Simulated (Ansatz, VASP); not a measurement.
# Ta (Ta wire along [111], 24 atoms a period) in two plane-wave programs

Wanted: the spread between two codes on one cell, functional and k mesh. The structure shown is the start of the Ansatz relaxation below; VASP solves that cell, so the two are compared at the walk's first step.

Calculated with Ansatz 0.2.0; plane waves, with VASP 6.6.1 beside it; single point at PBE.

### Step 1. Starting point

The cell holds 24 atoms: 24 Ta. Its edges and angles: a = 18.538 Å, b = 18.998 Å, c = 2.875 Å, α = 90.0°, β = 90.0°, γ = 90.0°. Vacuum lies along a and b. The structure's axis is c.

### Step 2. Ansatz: relaxation, PBE

Ansatz runs on its PAW soft_1 files.

The two programs are compared at the cell with which this relaxation starts, whose forces are those of its first step.

Input file input.yaml:

```yaml
crystal:
  lattice:
    - [18.538, 0.0, 0.0]
    - [0.0, 18.998, 0.0]
    - [0.0, 0.0, 2.8752043406]
  atoms:
    - { symbol: Ta, position: [0.183407056, 0.464340315, 0.0] }
    - { symbol: Ta, position: [0.310043938, 0.678370895, 0.0] }
    - { symbol: Ta, position: [0.436680819, 0.464340315, 0.0] }
    - { symbol: Ta, position: [0.563317701, 0.678370895, 0.0] }
    - { symbol: Ta, position: [0.183407056, 0.607027368, 0.333333333] }
    - { symbol: Ta, position: [0.310043938, 0.392996788, 0.333333333] }
    - { symbol: Ta, position: [0.436680819, 0.178966207, 0.333333333] }
    - { symbol: Ta, position: [0.436680819, 0.607027368, 0.333333333] }
    - { symbol: Ta, position: [0.563317701, 0.392996788, 0.333333333] }
    - { symbol: Ta, position: [0.563317701, 0.821057949, 0.333333333] }
    - { symbol: Ta, position: [0.689954583, 0.607027368, 0.333333333] }
    - { symbol: Ta, position: [0.816591464, 0.392996788, 0.333333333] }
    - { symbol: Ta, position: [0.183407056, 0.321653261, 0.666666667] }
    - { symbol: Ta, position: [0.310043938, 0.535683842, 0.666666667] }
    - { symbol: Ta, position: [0.436680819, 0.321653261, 0.666666667] }
    - { symbol: Ta, position: [0.436680819, 0.749714422, 0.666666667] }
    - { symbol: Ta, position: [0.563317701, 0.535683842, 0.666666667] }
    - { symbol: Ta, position: [0.689954583, 0.321653261, 0.666666667] }
    - { symbol: Ta, position: [0.689954583, 0.749714422, 0.666666667] }
    - { symbol: Ta, position: [0.816591464, 0.535683842, 0.666666667] }
    - { symbol: Ta, position: [0.310043938, 0.250309734, 0.0] }
    - { symbol: Ta, position: [0.563317701, 0.250309734, 0.0] }
    - { symbol: Ta, position: [0.689954583, 0.464340315, 0.0] }
    - { symbol: Ta, position: [0.816591464, 0.678370895, 0.0] }
kpoints:
  mp_grid: { grid: [1, 1, 28] }
scf:
  occupations: { method: fermi_dirac, width: 0.05 }
hamiltonian:
  xc: pbe
  pseudopotentials: { kind: paw, azcp: { folder: soft_1 } }
relax:
  cell: { fix: [a, b, alpha, beta, gamma] }
  max_steps: 45
  f_tol: 0.03
```

The run is started by

```console
$ ansatz run input.yaml --threads 4 --pin off --max-ram 16384MiB --backend cpu --events-out ev --progress --plain --runs-dir out
```

Numbers of over 12 decimals in the logs are rounded to 6 here.

What it wrote:

```text
Engine: ansatz 0.2.0, aarch64-unknown-linux-gnu
Pseudopotentials: kind: paw
Pseudopotential: Ta, paw, valence charge 13, recommended cutoff 420 eV (normal), soft_1/Ta.paw.azcp
Functional definition: PBE
  parameter kappa = 0.804
  parameter beta = 0.066725
  exchange = pbe_x(kappa = kappa, mu = beta*pi^2/3)
  correlation = pbe_c(beta = beta)
Crystal: 24 atoms, lattice volume = 1012.604 Å³
Basis set: ecut = 420 eV, 19803 PW (Γ), exchange–correlation on 250×256×40 points (8 copies of the dense FFT grid, shifted against one another)
Bands: 188, of which v1, the nominal top of the filled ones, is band 156 counted from 1 (155 counted from 0)
Symmetry: 2 space group operations
Space group: P-1 (ITA 2), of the structure as read, at distance tolerance 1.0e-4 Å
k-points: 15 of 28
Non-local potential: Ta, projectors of the file, l = 0: 3, l = 1: 2, l = 2: 2, l = 3: 1
PAW form: soft (Blöchl's): semilocal exchange-correlation on the pseudo side does not see the compensation charge
PAW one-centre angular grid: Ta, 590 points (default); XC on 64 Gauss nodes
Initial density: superposition of atomic densities (neutral atoms: chi_scale 0, normalization atom)
Initial wavefunctions: pseudopotential atomic-orbital guess
Functional: x = pbe(κ = 0.804, μ = 0.219515), c = pbe(β = 0.066725)
SCF iter   1: F=—  HF=-238399.067975 eV  |F-HF|=—  |Δ(HF+E_count)|=         —  Δρ=4.59e-2  dr2=3.44e2  ethr=3.10e-3  ⟨swp⟩=10.4  Hψ=13416  notcnv=0  defer=38
preconditioner: auto → LDOS  [metal: Δε(μ)=0.006 eV  Ē_g=4.124 eV  σ=0.050 eV  W_gap=0.03  n_scr=158 (ndim 8)  ℏωp=12.8 eV  f_vac=0.433  D(μ)=20.87/eV (n_scr^D=100)  β→1.0]
SCF iter   2: F=—  HF=-238401.776439 eV  |F-HF|=—  |Δ(HF+E_count)|=    2.71e0  Δρ=6.17e-2  dr2=9.76e2  ethr=3.10e-3  ⟨swp⟩=8.3  Hψ=8819  notcnv=0  defer=160  recentre
SCF iter   3: F=—  HF=-238380.518620 eV  |F-HF|=—  |Δ(HF+E_count)|=    2.13e1  Δρ=1.99e-2  dr2=8.87e1  ethr=3.10e-3  ⟨swp⟩=6.6  Hψ=8410  notcnv=0  defer=61
SCF iter   4: F=—  HF=-238376.668610 eV  |F-HF|=—  |Δ(HF+E_count)|=    3.85e0  Δρ=3.72e-3  dr2=2.41e-1  ethr=3.10e-3  ⟨swp⟩=3.3  Hψ=4656  notcnv=0  defer=140
SCF iter   5: F=—  HF=-238376.648705 eV  |F-HF|=—  |Δ(HF+E_count)|=   1.99e-2  Δρ=1.30e-3  dr2=1.47e-1  ethr=7.72e-5  ⟨swp⟩=3.6  Hψ=5681  notcnv=0  defer=140
SCF iter   6: F=—  HF=-238376.648034 eV  |F-HF|=—  |Δ(HF+E_count)|=   6.70e-4  Δρ=5.40e-4  dr2=3.17e-2  ethr=4.72e-5  ⟨swp⟩=1.1  Hψ=2715  notcnv=0  defer=140
SCF iter   7: F=—  HF=-238376.647576 eV  |F-HF|=—  |Δ(HF+E_count)|=   4.58e-4  Δρ=1.70e-4  dr2=4.29e-3  ethr=1.02e-5  ⟨swp⟩=1.0  Hψ=2680  notcnv=0  defer=140
SCF iter   8: F=—  HF=-238376.647598 eV  |F-HF|=—  |Δ(HF+E_count)|=   2.19e-5  Δρ=4.21e-5  dr2=1.01e-4  ethr=1.38e-6  ⟨swp⟩=1.8  Hψ=2810  notcnv=0  defer=140
SCF iter   9: F=—  HF=-238376.647628 eV  |F-HF|=—  |Δ(HF+E_count)|=   2.95e-5  Δρ=2.08e-5  dr2=5.58e-5  ethr=3.23e-8  ⟨swp⟩=3.3  Hψ=4960  notcnv=0  defer=140
SCF iter  10: F=—  HF=-238376.645829 eV  |F-HF|=—  |Δ(HF+E_count)|=   1.80e-3  Δρ=7.34e-6  dr2=6.53e-6  ethr=1.79e-8  ⟨swp⟩=1.3  Hψ=2865  notcnv=0  defer=140
SCF iter  11: F=-238376.645828 eV  HF=-238376.645828 eV  |F-HF|=3.91e-8  |Δ(HF+E_count)|=   1.03e-7  Δρ=1.75e-6  dr2=8.71e-8  ethr=3.21e-11  ⟨swp⟩=5.0  Hψ=11818  notcnv=0
SCF 1 converged in 11 iterations: F = -238376.645828 eV  dr2 = 8.71e-8
  greatest PAW one-centre occupation: 0.999 electrons in one spin orbital (limit 2), on the Ta atom at site 16 (counted from 0), in its partial waves of l = 0
relax step   1: F+E_penalty+E_count = -238376.64582839 eV  Δ(F+E_penalty+E_count) = +0.000e0 eV  max|allowed force component| = 1.533e0 eV/Å  Δτ_max = 0.0000 Å  P = -4.890 GPa  Ω = 1012.604 Å³  fix = [a, b, alpha, beta, gamma]  reactions: a -4.662, b -4.513 GPa; alpha -0.037, beta -0.078, gamma +0.089 GPa/rad  (11 SCF iters, dr2 threshold 1.00e-7 eV, accepted)
[...]
relax step   6: F+E_penalty+E_count = -238378.07155206 eV  Δ(F+E_penalty+E_count) = -7.040e-4 eV  max|allowed force component| = 1.579e-2 eV/Å  Δτ_max = 0.0070 Å  P = -0.034 GPa  Ω = 988.583 Å³  energy of the carried Pulay correction = +2.212e-3 eV  fix = [a, b, alpha, beta, gamma]  reactions: a -0.085, b -0.030 GPa; alpha +0.004, beta +0.002, gamma -0.013 GPa/rad  (7 SCF iters, dr2 threshold 1.27e-8 eV, accepted)
[...]
relax step   7: F+E_penalty+E_count = -238378.06941565 eV  Δ(F+E_penalty+E_count) = +2.136e-3 eV  max|allowed force component| = 1.573e-2 eV/Å  Δτ_max = 0.0000 Å  P = -0.034 GPa  Ω = 988.583 Å³  fix = [a, b, alpha, beta, gamma]  reactions: a -0.084, b -0.029 GPa; alpha +0.004, beta +0.002, gamma -0.013 GPa/rad  stress off target by 1.06e-2 GPa on what of the cell is left free  SCF on the basis re-selected at this cell (its energy is not comparable with the rows above)  (6 SCF iters)
basis re-selected at this cell: Δ(F+E_penalty+E_count) = +2.136e-3 eV, ΔP = +0.000 GPa vs the last step (what re-selecting the basis moved, of the pressure what is left beyond the Pulay correction that the steps carried, after the strain that the cell walked since its last selection, with what the two solves' SCF thresholds leave and, on support functions, any second-order correction that the steps lacked; it is no m [...]
SCF converged after 6 iterations
Free energy (F): -238378.069416 eV
Harris-Foulkes:  -238378.069416 eV  (|F-HF|=1.46e-10)
Internal energy: -238377.812798 eV  (E = F + TS)
E sigma→0 (E₀):  -238377.941107 eV
Entropy (-TS):   -0.256618 eV (-10.692 meV/atom)
Fermi energy:    5.943745 eV
--- Per-component energies (eV) ---
  E_band       = -6488.412780
  E_kinetic    = 9439.603214
  E_local      = -173176.951620  (includes V_loc(G=0)·N_el)
  E_nonlocal   = -262.045266
  E_hartree    = 82783.213793
  E_xc         = -7693.738997
  E_vxc        = -5585.174027  (∫ρ·V_xc dr)
  E_paw        = -199309.533049  (= ΣΔE_a)
  E_vpaw       = -2470.275310  (= ΣTr[D̂ρ^β])
  E_aug_tail   = 0.002255  (compensation charges beyond the density's cutoff)
  E_ewald      = 49841.636872
  E_smearing   = -0.256618  (= −TS)
  E_closure    = 0.000000  (closes the sum)
  Σ components = -238378.069416   (vs F -238378.069416, Δ=0.00e0)
--- Forces (eV/Å), atoms counted from 1 ---
  atom   1  Ta    -0.00098142     0.00881152     0.00548278
  atom   2  Ta    -0.00369416    -0.00032005    -0.00435125
  atom   3  Ta    -0.00602163    -0.00132702     0.00532711
  atom   4  Ta     0.00335340     0.00904947    -0.00055013
  atom   5  Ta     0.00454765    -0.01573440    -0.00142662
  atom   6  Ta     0.00569925     0.00435047    -0.00553929
  atom   7  Ta    -0.01074687     0.01083204     0.00038834
  atom   8  Ta     0.00281572    -0.01028390    -0.00021190
  atom   9  Ta    -0.00281572     0.01028390     0.00021190
  atom  10  Ta     0.01074687    -0.01083204    -0.00038834
  atom  11  Ta    -0.00569925    -0.00435047     0.00553929
  atom  12  Ta    -0.00454765     0.01573440     0.00142662
  atom  13  Ta     0.00270624    -0.00126434     0.00057825
  atom  14  Ta    -0.00675273     0.00074323     0.00058229
  atom  15  Ta    -0.00335340    -0.00904947     0.00055013
  atom  16  Ta     0.00232527     0.00401677     0.00475239
  atom  17  Ta     0.00602163     0.00132702    -0.00532711
  atom  18  Ta     0.00369416     0.00032005     0.00435125
  atom  19  Ta    -0.00524408     0.00303556    -0.00322354
  atom  20  Ta     0.00098142    -0.00881152    -0.00548278
  atom  21  Ta     0.00524408    -0.00303556     0.00322354
  atom  22  Ta    -0.00232527    -0.00401677    -0.00475239
  atom  23  Ta     0.00675273    -0.00074323    -0.00058229
  atom  24  Ta    -0.00270624     0.00126434    -0.00057825
  max |Σ_I F_I| component: 2.60e-18 eV/Å
--- Stress (GPa, compression-positive) ---
       -0.084067       0.012958      -0.002483
        0.012958      -0.028859      -0.003519
       -0.002483      -0.003519       0.010645
  P = ⅓ Tr σ = -0.0341 GPa (-0.341 kbar)
--- Relaxed structure (6 steps of the walk, 6 accepted, 1 SCFs on fresh bases) ---
  F+E_penalty+E_count = -238378.06941565 eV   max|allowed force component| = 1.573e-2 eV/Å   (the final SCF, on the basis selected at the relaxed cell)
  cell:  # Å, volume = 988.5827 Å³
    - [18.538, 0, 0]
    - [0, 18.998, 0]
    - [0, 0, 2.806999]
  atoms:
    - { symbol: Ta, position: [0.186876, 0.464740, -0.00154161] }
    - { symbol: Ta, position: [0.311240, 0.675859, -0.015667] }
    - { symbol: Ta, position: [0.437031, 0.464506, 0.00151957] }
    - { symbol: Ta, position: [0.562618, 0.676762, 0.00406267] }
    - { symbol: Ta, position: [0.192013, 0.602027, 0.318254] }
    - { symbol: Ta, position: [0.312073, 0.394105, 0.328528] }
    - { symbol: Ta, position: [0.436953, 0.188840, 0.318086] }
    - { symbol: Ta, position: [0.435735, 0.608502, 0.333372] }
    - { symbol: Ta, position: [0.564265, 0.391522, 0.333295] }
    - { symbol: Ta, position: [0.563047, 0.811185, 0.348580] }
    - { symbol: Ta, position: [0.687927, 0.605919, 0.338139] }
    - { symbol: Ta, position: [0.807987, 0.397997, 0.348412] }
    - { symbol: Ta, position: [0.192795, 0.327021, 0.676325] }
    - { symbol: Ta, position: [0.311689, 0.535400, 0.662587] }
    - { symbol: Ta, position: [0.437382, 0.323262, 0.662604] }
    - { symbol: Ta, position: [0.438096, 0.747325, 0.682514] }
    - { symbol: Ta, position: [0.562969, 0.535518, 0.665147] }
    - { symbol: Ta, position: [0.688760, 0.324165, 0.682334] }
    - { symbol: Ta, position: [0.687547, 0.746864, 0.668246] }
    - { symbol: Ta, position: [0.813124, 0.535284, 0.668208] }
    - { symbol: Ta, position: [0.312453, 0.253160, -0.00157928] }
    - { symbol: Ta, position: [0.561904, 0.252699, -0.015847] }
    - { symbol: Ta, position: [0.688311, 0.464624, 0.00407975] }
    - { symbol: Ta, position: [0.807205, 0.673003, -0.00965789] }
```

Reading the cycles: dr2 is the Hartree energy of the density residual (eV), the measure of convergence; HF is the Harris–Foulkes estimate of the energy, which meets the free energy F at convergence.

(Continued in part 2 of 2.)

[Lines on the potential files, build, host, timing and source positions are cut from VASP's logs without a mark.]

[Logs are printed without paths, hosts, clocks, repeated set-up lines and the standing remarks that a program may print on its own settings, such as how far it seeks lower states.]

[Hosts, paths, dates, database ids (printed as entryN), source tags and the programs' standing remarks are cut or masked in the printed files.]
